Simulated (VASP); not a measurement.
A run of VASP 6.6.1 is set up as follows.

Contents of INCAR:

```
PREC     = Accurate       # precision mode
ENCUT    = 500            # plane-wave cutoff, eV
EDIFF    = 1E-6           # SCF threshold, eV
ISMEAR   = 0              # smearing method
SIGMA    = 0.02           # smearing width, eV
LREAL    = F              # projectors in reciprocal space
LASPH    = T              # aspherical terms in the spheres
NELM     = 100            # most SCF steps
ALGO     = Normal         # electronic algorithm
ISIF     = 2              # what is computed and relaxed
LWAVE    = F              # write WAVECAR
LCHARG   = F              # write CHGCAR
GGA      = PE             # functional
```

File KPOINTS:

```
Automatic mesh
0
Gamma
  3 3 3
```

Contents of POSCAR:

```
KI
1.0
    4.2911966600      0.0000000000      0.0000000000
    0.0000000000      4.2911966600      0.0000000000
    0.0000000000      0.0000000000      4.2911966600
I K
1 1
Direct
    0.5000000000      0.5000000000      0.5000000000
    0.0000000000      0.0000000000      0.0000000000
```

Potentials or basis: VASP PAW PBE potentials, release 64 (I_GW, K_sv_GW).

Launch:

```sh
$ cat potpaw_PBE.64/I_GW/POTCAR potpaw_PBE.64/K_sv_GW/POTCAR > POTCAR
$ mpirun -np 1 vasp_std > vasp.out
```

Q: Predict the pressure.

A: 0.7 GPa.

Q: Estimate the band gap on the k mesh.

A: 3.44 eV, indirect (least direct gap 3.67 eV).

Caveat: the k mesh is coarse (spacing up to 0.49 Å⁻¹), so the values aren't converged; spin-orbit coupling is left out, which moves the levels of the heavy elements; an odd mesh through Γ misses points on the zone boundary, where band edges often lie.
